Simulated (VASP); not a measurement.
# CaO (P6_3/mmc) in VASP: notebook, part 2 of 2

VASP 6.6.1. The steps go on from the part before.

### Step 3. Single point, HSE06

File POSCAR:

```
CaO
1.0
    3.9810268818      0.0000000000      0.0000000000
   -1.9905134409      3.4476704128      0.0000000000
    0.0000000000      0.0000000000      4.7701152067
Ca O
2 2
Direct
    0.3333333333      0.6666666667      0.2500000000
    0.6666666667      0.3333333333      0.7500000000
    0.6666666667      0.3333333333      0.2500000000
    0.3333333333      0.6666666667      0.7500000000
```

File INCAR.step1:

```
  PREC = Accurate
  ENCUT = 520
  EDIFF = 1E-5
  ISMEAR = 0
  SIGMA = 0.01
  LREAL = F
  LASPH = T
  NELM = 100
  ALGO = Normal
  ISIF = 2
  LWAVE = T
  NBANDS = 24
  GGA = PE
```

File INCAR.step2:

```
  PREC = Accurate
  ENCUT = 520
  EDIFF = 1E-6
  ISMEAR = 0
  SIGMA = 0.01
  LREAL = F
  LASPH = T
  NELM = 100
  ALGO = Normal
  ISIF = 2
  LWAVE = F
  LCHARG = T
  GGA = PE
  LHFCALC = T
  HFSCREEN = 0.2079
  PRECFOCK = Normal
  LELF = T
  LVHAR = T
  NBANDS = 24
  ISTART = 1
```

File KPOINTS:

```
regular mesh
0
Gamma
  6 6 2
```

Potentials or basis: VASP PAW PBE potentials, release 64 (Ca_sv, O).

Started as:

```
$ cat potpaw_PBE.64/Ca_sv/POTCAR potpaw_PBE.64/O/POTCAR > POTCAR
$ cp INCAR.step1 INCAR
$ mpirun -np 1 vasp_std > vasp.out
$ cp INCAR.step2 INCAR
$ mpirun -np 1 vasp_std > vasp.out
```

OUTCAR:

```text
PREC = Accurate
   ENCUT = 520
   EDIFF = 1E-6
   ISMEAR = 0
   LREAL = F
   LASPH = T
   NELM = 100
   ISIF = 2
   GGA = PE
   LHFCALC = T
   HFSCREEN = 0.2079
   PRECFOCK = Normal
   ISTART = 1

 ion  position               nearest neighbor table
   1  0.333  0.667  0.250-   3 2.30   3 2.30   3 2.30   4 2.39   4 2.39
   2  0.667  0.333  0.750-   4 2.30   4 2.30   4 2.30   3 2.39   3 2.39
   3  0.667  0.333  0.250-   1 2.30   1 2.30   1 2.30   2 2.39   2 2.39
   4  0.333  0.667  0.750-   2 2.30   2 2.30   2 2.30   1 2.39   1 2.39

  LATTYP: Found a hexagonal cell.
 ALAT       =     3.9810268818
 C/A-ratio  =     1.1982122574

  Lattice vectors:

 A1 = (   3.9810268818,   0.0000000000,   0.0000000000)
 A2 = (  -1.9905134409,   3.4476704128,   0.0000000000)
 A3 = (   0.0000000000,   0.0000000000,   4.7701152067)

Analysis of symmetry for initial positions (statically):
=====================================================================
 Subroutine PRICEL returns:
 Original cell was already a primitive cell.

 Routine SETGRP: Setting up the symmetry group for a
 hexagonal supercell.

 Subroutine GETGRP returns: Found 24 space group operations
 (whereof 12 operations were pure point group operations)
 out of a pool of 24 trial point group operations.

The static configuration has the point symmetry D_3d.
 The point group associated with its full space group is D_6h.

Analysis of symmetry for dynamics (positions and initial velocities):
=====================================================================
 Subroutine PRICEL returns:
 Original cell was already a primitive cell.

 Routine SETGRP: Setting up the symmetry group for a
 hexagonal supercell.

 Subroutine GETGRP returns: Found 24 space group operations
 (whereof 12 operations were pure point group operations)
[... 120 lines left out ...]
   LORBIT       =      0    0 simple, 1 ext, 2 COOP (PROOUT), +10 PAW based schemes
   GGA     = PE    functional components
   LHFCALC =     T    Hartree Fock is set to
   PRECFOCK=normal    Normal, Fast or Accurate (Low or Medium for compatibility)
   ENCUT4O =  -1.0   cutoff for four orbital integrals eV
   NKREDX  =     1    reduce k-point grid by
   NKREDY  =     1    reduce k-point grid by
   NKREDZ  =     1    reduce k-point grid by
   AEXX    =    0.2500 exact exchange contribution
   HFSCREEN=    0.2079 screening length (either q_TF or 0.3 A-1)
   HFSCREENC=   0.2079 screening length for correlation (either q_TF or 0.3 A-1)
   ENCUTFOCK=  -1.0 apply spherical cutoff to Coloumb kernel
   IVDW    =     0    specifies the selected vdW correction
   LEPSILON=     F    determine dielectric tensor
   LRPA    =     F    only Hartree local field effects (RPA)
 non-spin polarized calculation
 Gauss-broadening in eV      SIGMA  =   0.01
  energy-cutoff  :      520.00
  volume of cell :       65.47
 maximum number of plane-waves:      1811
 NGX is ok and might be reduce to    30
  NGX = 24; NGY = 24; NGZ = 28

 number of electron      31.9999988 magnetization

 Free energy of the ion-electron system (eV)
  ---------------------------------------------------
  ext. energy  EPLUGINS =         0.00000000
  ---------------------------------------------------
  free energy    TOTEN  =       -29.39303089 eV

  energy without entropy =      -29.39303089  energy(sigma->0) =      -29.39303089

 E-fermi :   0.5198     XC(G=0):  -7.7822

 val. band max:        0.3437755531   @ k =   0.0000   0.0000   0.0000
 cond. band min:       4.9057952123   @ k =   0.0000   0.0000   0.0000
 fundamental gap:      4.5620196592
 Fermi energy:         0.5197944884

 k-point     1 :       0.0000    0.0000    0.0000
  band No.  band energies     occupation
      1     -39.8242      2.00000
      2     -39.6839      2.00000
      3     -19.7340      2.00000
      4     -19.4626      2.00000
      5     -19.4626      2.00000
      6     -19.2485      2.00000
[... 367 lines left out ...]
     23      11.1571      0.00000
     24      11.1571      0.00000

------------------------ aborting loop because EDIFF is reached ----------------------------------------

  FORCE on cell =-STRESS in cart. coord.  units (eV):
  Direction    XX          YY          ZZ          XY          YZ          ZX
  --------------------------------------------------------------------------------------
  -------------------------------------------------------------------------------------
  Total        0.3090388      0.3090388      0.6408228     -0.0000000      0.0000000     -0.0000000
  in kB        7.5626473      7.5626473     15.6819055     -0.0000000      0.0000000     -0.0000000
  external PRESSURE =      10.2690667 kB  Pullay stress =       0.0000000 kB

 VOLUME and BASIS-vectors are now :
 -----------------------------------------------------------------------------
  energy-cutoff  :      520.00
  volume of cell :       65.47
      direct lattice vectors                 reciprocal lattice vectors
     3.981026882  0.000000000  0.000000000     0.251191471  0.145025464  0.000000000
    -1.990513441  3.447670413  0.000000000     0.000000000  0.290050927  0.000000000
     0.000000000  0.000000000  4.770115207     0.000000000  0.000000000  0.209638543

 POSITION                                       TOTAL-FORCE (eV/Angst)
 -----------------------------------------------------------------------------------
     -0.00000      2.29845      1.19253        -0.000000     -0.000000      0.000000
      1.99051      1.14922      3.57759         0.000000      0.000000      0.000000
      1.99051      1.14922      1.19253         0.000000      0.000000      0.000000
     -0.00000      2.29845      3.57759        -0.000000     -0.000000     -0.000000
 -----------------------------------------------------------------------------------
    total drift:                                0.000006     -0.000013      0.000001

  FREE ENERGIE OF THE ION-ELECTRON SYSTEM (eV)
  ---------------------------------------------------
  free  energy   TOTEN  =       -29.3930308925 eV

  energy  without entropy=      -29.3930308925  energy(sigma->0) =      -29.39303089
```

OUTCAR.step1:

```text
PREC = Accurate
   ENCUT = 520
   EDIFF = 1E-5
   ISMEAR = 0
   LREAL = F
[... 598 lines left out ...]
     -0.00000      2.29845      1.19253         0.000000     -0.000000      0.000000
      1.99051      1.14922      3.57759         0.000000     -0.000000      0.000000
      1.99051      1.14922      1.19253         0.000000     -0.000000      0.000000
     -0.00000      2.29845      3.57759        -0.000000      0.000000      0.000000
 -----------------------------------------------------------------------------------
    total drift:                                0.000000     -0.000000      0.000000

  FREE ENERGIE OF THE ION-ELECTRON SYSTEM (eV)
  ---------------------------------------------------
  free  energy   TOTEN  =       -25.2803186236 eV

  energy  without entropy=      -25.2803186236  energy(sigma->0) =      -25.28031862
```

It took 27 min on 1 thread of AMD EPYC 9R45 (Zen 5), shared host; peak memory 0.27 GiB.

Results:

```yaml
Free_energy: -29.3930 eV
Pressure: 1.0 GPa
Band_gap_on_the_k_mesh: 4.56 eV, direct
```

Levels at points of the mesh, in eV from the valence-band top:
```
           k point  band 13  band 14  band 15  band 16  band 17  band 18  band 19  band 20
(0.00, 0.00, 0.00)    -1.21    -1.18    -1.18     0.00     4.56     8.11     8.11     9.68
(0.50, 0.00, 0.00)    -0.91    -0.91    -0.62    -0.38     6.25     6.98     7.11     9.68
(0.00, 0.00, 0.50)    -1.34    -1.34    -1.34    -1.34     6.47     6.47     9.95     9.95
(0.50, 0.00, 0.50)    -1.10    -1.10    -0.78    -0.78     6.98     6.98     9.40     9.40
```

Caveat: the k mesh is coarse (spacing up to 0.66 Å⁻¹), so the values aren't converged, least of all with exact exchange; the PAW data sets were made with another functional, which shifts forces and pressure a little.
